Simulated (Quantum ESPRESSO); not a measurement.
# CdS (Hawleyite) (F-43m) in Quantum ESPRESSO: notebook

The runs below take CdS (Hawleyite) through single point, equation of state, with r2SCAN.

All numbers are computed with Quantum ESPRESSO 7.5; they aren't measurements. Logs are shortened: lines on timing, memory, paths and dates and some standing lists are left out, and cuts for length are marked.

## 1. Starting point

The structure is cubic, space group F-43m (No. 216). Conventional cell: a = 5.833 Å, b = 5.833 Å, c = 5.833 Å, α = 90.00°, β = 90.00°, γ = 90.00°. Cd (site symmetry -43m) is surrounded by 4 S at 2.53 Å. Around S (site symmetry -43m) lie 4 Cd at 2.53 Å.

## 2. Single point, r2SCAN, 23.32 Å³/atom

File pw.in:

```
&CONTROL
  calculation = 'scf'
  prefix = 'pwscf'
  outdir = './tmp'
  pseudo_dir = './pseudo'
  tstress = .true.
  disk_io = 'nowf'
/
&SYSTEM
  ibrav = 0
  nat = 2
  ntyp = 2
  ecutwfc = 70
  nbnd = 20
  input_dft = 'r2scan'
  occupations = 'smearing'
  smearing = 'fd'
  degauss = 0.00367493
  nosym = .true.
  nr1 = 48
  nr2 = 48
  nr3 = 48
/
&ELECTRONS
  conv_thr = 1d-08
  electron_maxstep = 120
  mixing_beta = 0.5
/
ATOMIC_SPECIES
Cd   112.4140 Cd_ONCV_PBE-1.2.upf
S     32.0600 S_ONCV_PBE-1.2.upf
CELL_PARAMETERS angstrom
   0.0000000000    2.8569628861    2.8569628861
   2.8569628861    0.0000000000    2.8569628861
   2.8569628861    2.8569628861    0.0000000000
ATOMIC_POSITIONS crystal
Cd     0.0000000000    0.0000000000    0.0000000000
S      0.7500000000    0.7500000000    0.7500000000
K_POINTS automatic
6 6 6 0 0 0
```

Potentials or basis: SG15 PBE 1.2.

Command:

```sh
$ OMP_NUM_THREADS=1 mpirun -n 2 pw.x -nk 2 -in pw.in > pw.out
```

pw.out:

```text
This program is part of the open-source Quantum ESPRESSO suite
     for quantum simulation of materials; please cite
         "P. Giannozzi et al., J. Phys.:Condens. Matter 21 395502 (2009);
         "P. Giannozzi et al., J. Phys.:Condens. Matter 29 465901 (2017);
         "P. Giannozzi et al., J. Chem. Phys. 152 154105 (2020);
     in publications or presentations arising from this work. More details at

     IMPORTANT: XC functional enforced from input :
     Exchange-correlation= R2SCAN
                           (   0   0   0   0   0 497 498)
     Any further DFT definition will be discarded
     Please, verify this is what you really want

     K-points division:     npool     =       2
     Subspace diagonalization in iterative solution of the eigenvalue problem:
     a serial algorithm will be used

     G-vector sticks info
     --------------------
     sticks:   dense  smooth     PW     G-vecs:    dense   smooth      PW
     Sum        1135    1135    349                24933    24933    4111

     Using Slab Decomposition

     bravais-lattice index     =            0
     lattice parameter (alat)  =       7.6352  a.u.
     unit-cell volume          =     314.7316 (a.u.)^3
     number of atoms/cell      =            2
     number of atomic types    =            2
     number of electrons       =        26.00
     number of Kohn-Sham states=           20
     kinetic-energy cutoff     =      70.0000  Ry
     charge density cutoff     =     280.0000  Ry
     scf convergence threshold =      1.0E-08
     mixing beta               =       0.5000
     number of iterations used =            8  plain     mixing
     Exchange-correlation= R2SCAN
                           (   0   0   0   0   0 497 498)

     celldm(1)=   7.635166  celldm(2)=   0.000000  celldm(3)=   0.000000
     celldm(4)=   0.000000  celldm(5)=   0.000000  celldm(6)=   0.000000

     crystal axes: (cart. coord. in units of alat)
               a(1) = (   0.000000   0.707107   0.707107 )
               a(2) = (   0.707107   0.000000   0.707107 )
               a(3) = (   0.707107   0.707107   0.000000 )

     reciprocal axes: (cart. coord. in units 2 pi/alat)
               b(1) = ( -0.707107  0.707107  0.707107 )
               b(2) = (  0.707107 -0.707107  0.707107 )
               b(3) = (  0.707107  0.707107 -0.707107 )

     PseudoPot. # 1 for Cd read from file:
     Cd_ONCV_PBE-1.2.upf
     Pseudo is Norm-conserving, Zval = 20.0
     Generated using ONCVPSP code by D. R. Hamann
     Using radial grid of  602 points,  6 beta functions with:
                l(1) =   0
                l(2) =   0
                l(3) =   1
                l(4) =   1
                l(5) =   2
                l(6) =   2

     PseudoPot. # 2 for S  read from file:
     S_ONCV_PBE-1.2.upf
     Pseudo is Norm-conserving, Zval =  6.0
     Generated using ONCVPSP code by D. R. Hamann
     Using radial grid of  602 points,  4 beta functions with:
                l(1) =   0
                l(2) =   0
                l(3) =   1
                l(4) =   1

     atomic species   valence    mass     pseudopotential
     Cd               20.00   112.41400     Cd( 1.00)
     S                 6.00    32.06000     S ( 1.00)

     No symmetry found

   Cartesian axes

     site n.     atom                  positions (alat units)
         1        Cd     tau(   1) = (   0.0000000   0.0000000   0.0000000  )
         2        S      tau(   2) = (   1.0606602   1.0606602   1.0606602  )

     number of k points=   112  Fermi-Dirac smearing, width (Ry)=  0.0037

     Number of k-points >= 100: set verbosity='high' to print them.

     Dense  grid:    24933 G-vectors     FFT dimensions: (  48,  48,  48)

     WARNING: libxc functional with ID  497 depends
      on external parameters: check the user_guide of
      QE if you need to modify them or to check their
      default values.

     WARNING: libxc functional with ID  498 depends
      on external parameters: check the user_guide of
      QE if you need to modify them or to check their
      default values.

     Initial potential from superposition of free atoms

     starting charge      25.9552, renormalised to      26.0000
     Starting wfcs are random

     Self-consistent Calculation

     iteration #  1     ecut=    70.00 Ry     beta= 0.50
     Davidson diagonalization with overlap
     ethr =  1.00E-02,  avg # of iterations =  9.3

     total energy              =    -331.32486897 Ry
     estimated scf accuracy    <      16.90603504 Ry

     iteration #  2     ecut=    70.00 Ry     beta= 0.50
     Davidson diagonalization with overlap
     ethr =  1.00E-02,  avg # of iterations =  1.0

     total energy              =    -331.41567193 Ry
     estimated scf accuracy    <       3.46875055 Ry

     iteration #  3     ecut=    70.00 Ry     beta= 0.50
     Davidson diagonalization with overlap
     ethr =  1.00E-02,  avg # of iterations =  1.0

     total energy              =    -331.42389785 Ry
     estimated scf accuracy    <       0.08902333 Ry

     iteration #  4     ecut=    70.00 Ry     beta= 0.50
     Davidson diagonalization with overlap
     ethr =  3.42E-04,  avg # of iterations =  1.4

     total energy              =    -331.42477084 Ry
     estimated scf accuracy    <       0.00047929 Ry

     iteration #  5     ecut=    70.00 Ry     beta= 0.50
     Davidson diagonalization with overlap
     ethr =  1.84E-06,  avg # of iterations =  7.4

     total energy              =    -331.42487706 Ry
     estimated scf accuracy    <       0.00006281 Ry

     iteration #  6     ecut=    70.00 Ry     beta= 0.50
     Davidson diagonalization with overlap
     ethr =  2.42E-07,  avg # of iterations =  1.6

     total energy              =    -331.42488114 Ry
     estimated scf accuracy    <       0.00002558 Ry

     iteration #  7     ecut=    70.00 Ry     beta= 0.50
     Davidson diagonalization with overlap
     ethr =  9.84E-08,  avg # of iterations =  1.0

     total energy              =    -331.42488151 Ry
     estimated scf accuracy    <       0.00000316 Ry

     iteration #  8     ecut=    70.00 Ry     beta= 0.50
     Davidson diagonalization with overlap
     ethr =  1.22E-08,  avg # of iterations =  1.2

     total energy              =    -331.42488162 Ry
     estimated scf accuracy    <       0.00000005 Ry

     iteration #  9     ecut=    70.00 Ry     beta= 0.50
     Davidson diagonalization with overlap
     ethr =  1.79E-10,  avg # of iterations =  3.6

     End of self-consistent calculation

     Number of k-points >= 100: set verbosity='high' to print the bands.

     the Fermi energy is     9.2397 ev

!    total energy              =    -331.42488163 Ry
     estimated scf accuracy    <          6.4E-09 Ry
     smearing contrib. (-TS)   =      -0.00000000 Ry
     internal energy E=F+TS    =    -331.42488163 Ry

     The total energy is F=E-TS. E is the sum of the following terms:
     one-electron contribution =    -200.30376552 Ry
     hartree contribution      =     104.24077913 Ry
     xc contribution           =     -32.40632378 Ry
     ewald contribution        =    -202.95557146 Ry

     convergence has been achieved in   9 iterations

     Computing stress (Cartesian axis) and pressure

          total   stress  (Ry/bohr**3)                   (kbar)     P=       61.73
   0.00041966  -0.00000000   0.00000000           61.73       -0.00        0.00
  -0.00000000   0.00041966   0.00000000           -0.00       61.73        0.00
   0.00000000   0.00000000   0.00041966            0.00        0.00       61.73

=------------------------------------------------------------------------------=
   JOB DONE.
=------------------------------------------------------------------------------=
```

It took 2.2 min on 2 MPI ranks of Intel Xeon 6975P-C (Granite Rapids), shared host; peak memory 0.3 GiB.

What came out:

```
Free energy            : -4509.2652 eV
Pressure               : 6.2 GPa
Band gap on the k mesh : 1.57 eV, direct
```

Caveat: the potentials were made for another functional, which shifts forces and pressure.

## 3. Single point, r2SCAN, 23.82 Å³/atom

Changes to pw.in since step 2:

```diff
@@ -32,5 +32,5 @@
 CELL_PARAMETERS angstrom
-   0.0000000000    2.8569628861    2.8569628861
-   2.8569628861    0.0000000000    2.8569628861
-   2.8569628861    2.8569628861    0.0000000000
+   0.0000000000    2.8770830059    2.8770830059
+   2.8770830059    0.0000000000    2.8770830059
+   2.8770830059    2.8770830059    0.0000000000
 ATOMIC_POSITIONS crystal
```

Potentials or basis: SG15 PBE 1.2.

Command:

```sh
$ OMP_NUM_THREADS=1 mpirun -n 2 pw.x -nk 2 -in pw.in > pw.out
```

Run time: 2.8 min. Hardware: 2 MPI ranks of Intel Xeon 6975P-C (Granite Rapids), shared host; peak memory 0.28 GiB.

The run converged. Its results:

| Quantity | Value |
| --- | --- |
| Free energy | -4509.2981 eV |
| Pressure | 4.4 GPa |
| Band gap on the k mesh | 1.53 eV, direct |

Caveat: the potentials were made for another functional, which shifts forces and pressure.

## 4. Single point, r2SCAN, 24.31 Å³/atom

Changes to pw.in since step 3:

```diff
@@ -32,5 +32,5 @@
 CELL_PARAMETERS angstrom
-   0.0000000000    2.8770830059    2.8770830059
-   2.8770830059    0.0000000000    2.8770830059
-   2.8770830059    2.8770830059    0.0000000000
+   0.0000000000    2.8969255847    2.8969255847
+   2.8969255847    0.0000000000    2.8969255847
+   2.8969255847    2.8969255847    0.0000000000
 ATOMIC_POSITIONS crystal
```

Command:

```sh
$ OMP_NUM_THREADS=1 mpirun -n 2 pw.x -nk 2 -in pw.in > pw.out
```

It took 3.8 min on 2 MPI ranks of Intel Xeon 6975P-C (Granite Rapids), shared host; peak memory 0.28 GiB.

It converged, with:

```
Free energy            : -4509.3205 eV
Pressure               : 2.8 GPa
Band gap on the k mesh : 1.48 eV, direct
```

Caveat: the potentials were made for another functional, which shifts forces and pressure.

## 5. Single point, r2SCAN, 24.81 Å³/atom

Changes to pw.in since step 4:

```diff
@@ -32,5 +32,5 @@
 CELL_PARAMETERS angstrom
-   0.0000000000    2.8969255847    2.8969255847
-   2.8969255847    0.0000000000    2.8969255847
-   2.8969255847    2.8969255847    0.0000000000
+   0.0000000000    2.9165000000    2.9165000000
+   2.9165000000    0.0000000000    2.9165000000
+   2.9165000000    2.9165000000    0.0000000000
 ATOMIC_POSITIONS crystal
```

Command:

```sh
$ OMP_NUM_THREADS=1 mpirun -n 2 pw.x -nk 2 -in pw.in > pw.out
```

It took 2.7 min on 2 MPI ranks of Intel Xeon 6975P-C (Granite Rapids), shared host; peak memory 0.28 GiB.

It converged, with:

| Item | Value |
| --- | --- |
| Free energy | -4509.3336 eV |
| Pressure | 1.4 GPa |
| Band gap on the k mesh | 1.44 eV, direct |

Caveat: the potentials were made for another functional, which shifts forces and pressure.

## 6. Single point, r2SCAN, 25.30 Å³/atom

Changes to pw.in since step 5:

```diff
@@ -32,5 +32,5 @@
 CELL_PARAMETERS angstrom
-   0.0000000000    2.9165000000    2.9165000000
-   2.9165000000    0.0000000000    2.9165000000
-   2.9165000000    2.9165000000    0.0000000000
+   0.0000000000    2.9358151324    2.9358151324
+   2.9358151324    0.0000000000    2.9358151324
+   2.9358151324    2.9358151324    0.0000000000
 ATOMIC_POSITIONS crystal
```

Potentials or basis: SG15 PBE 1.2.

Command:

```sh
$ OMP_NUM_THREADS=1 mpirun -n 2 pw.x -nk 2 -in pw.in > pw.out
```

It took 3.6 min on 2 MPI ranks of Intel Xeon 6975P-C (Granite Rapids), shared host; peak memory 0.3 GiB.

The run converged. Its results:

```yaml
Free_energy: -4509.3383 eV
Pressure: 0.1 GPa
Band_gap_on_the_k_mesh: 1.39 eV, direct
```

Caveat: the potentials were made for another functional, which shifts forces and pressure.

## 7. Single point, r2SCAN, 25.80 Å³/atom

Changes to pw.in since step 6:

```diff
@@ -32,5 +32,5 @@
 CELL_PARAMETERS angstrom
-   0.0000000000    2.9358151324    2.9358151324
-   2.9358151324    0.0000000000    2.9358151324
-   2.9358151324    2.9358151324    0.0000000000
+   0.0000000000    2.9548794012    2.9548794012
+   2.9548794012    0.0000000000    2.9548794012
+   2.9548794012    2.9548794012    0.0000000000
 ATOMIC_POSITIONS crystal
```

Command:

```sh
$ OMP_NUM_THREADS=1 mpirun -n 2 pw.x -nk 2 -in pw.in > pw.out
```

Run time: 3.2 min. Hardware: 2 MPI ranks of Intel Xeon 6975P-C (Granite Rapids), shared host; peak memory 0.32 GiB.

Results (log left out):

```
Free energy            : -4509.3356 eV
Pressure               : -1.0 GPa
Band gap on the k mesh : 1.35 eV, direct
```

Caveat: the potentials were made for another functional, which shifts forces and pressure.

## 8. Single point, r2SCAN, 26.30 Å³/atom

Changes to pw.in since step 7:

```diff
@@ -32,5 +32,5 @@
 CELL_PARAMETERS angstrom
-   0.0000000000    2.9548794012    2.9548794012
-   2.9548794012    0.0000000000    2.9548794012
-   2.9548794012    2.9548794012    0.0000000000
+   0.0000000000    2.9737007966    2.9737007966
+   2.9737007966    0.0000000000    2.9737007966
+   2.9737007966    2.9737007966    0.0000000000
 ATOMIC_POSITIONS crystal
```

Command:

```sh
$ OMP_NUM_THREADS=1 mpirun -n 2 pw.x -nk 2 -in pw.in > pw.out
```

Wall time 3.3 min (2 MPI ranks of Intel Xeon 6975P-C (Granite Rapids), shared host); peak memory 0.3 GiB.

It converged, with:

```yaml
Free_energy: -4509.3260 eV
Pressure: -2.1 GPa
Band_gap_on_the_k_mesh: 1.30 eV, direct
```

Caveat: the potentials were made for another functional, which shifts forces and pressure.

## 9. Equation of state, r2SCAN

Potentials or basis: SG15 PBE 1.2.

No new run: the results of the series are fitted here.

Results:

| Quantity | Value |
| --- | --- |
| Equilibrium volume | 25.36 Å³/atom |
| Bulk modulus | 61 GPa |
| Pressure derivative of the bulk modulus | 4.5 |

Energy against volume, from the lowest point:
```tsv
volume (Å³/atom)	energy (meV/atom)
23.319	36.55
23.815	20.13
24.312	8.92
24.808	2.37
25.304	0.00
25.800	1.38
26.296	6.14
```

Caveat: the potentials were made for another functional, which shifts forces and pressure.
